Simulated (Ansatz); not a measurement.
All numbers below come from DFT PBE, scalar-relativistic, plane waves, PAW (Ansatz 0.2.0). All cells share a 420 eV cutoff and Γ-centred k meshes spaced about 0.3 Å⁻¹ or finer (0.25 for metals, 2π included). No spin polarisation.

Relaxed structures of KF, with energies over the first row. Coordination counts F atoms around K (those within 1.25 times the shortest such distance or 1.15 times the sum of covalent radii).

```csv
#,form,sites,V (Å³/atom),coordination,ΔE (meV/atom)
1,"rock salt type, Fm-3m",K 4a; F 4b,19.9,K 6,0
2,P6_3/mmc,"K 2c, 2a; F 4f",19.9,K 6,18
3,"tungsten carbide type, P-6m2",K 1b; F 1e,19.8,K 6,62
4,I4/mmm,K 4e; F 4e,29.3,K 5,76
5,"zinc blende type, F-43m",K 4a; F 4d,26.4,K 4,85
```

A further structure, relaxed alike:

Space group P6_3/mmc (No. 194). a = 3.737 Å, b = 3.737 Å, c = 6.600 Å, α = 90.00°, β = 90.00°, γ = 120.00°
| atom | site | symmetry | x | y | z |
| --- | --- | --- | --- | --- | --- |
| K | 2a | -3m. | 0.0000 | 0.0000 | 0.5000 |
| F | 2c | -6m2 | 0.6667 | 0.3333 | 0.7500 |

**Question.** Place it among the others.

**Answer.** It falls between rows 2 and 3, 41 meV/atom above row 1, with space group P6_3/mmc (No. 194) and 20.0 Å³/atom; it is of the nickel arsenide type. Counting F atoms around K, this cell and row 1 both have K 6. Around K lie 6 F at 2.72 Å; F is surrounded by 6 K at 2.72 Å.

With atoms moved at random, row 1, row 2 and the further cell came back. Row 3, row 4 and row 5 had no clear such test and can be saddle points. Row 1 has the structure into which a cell as deposited in COD relaxes.
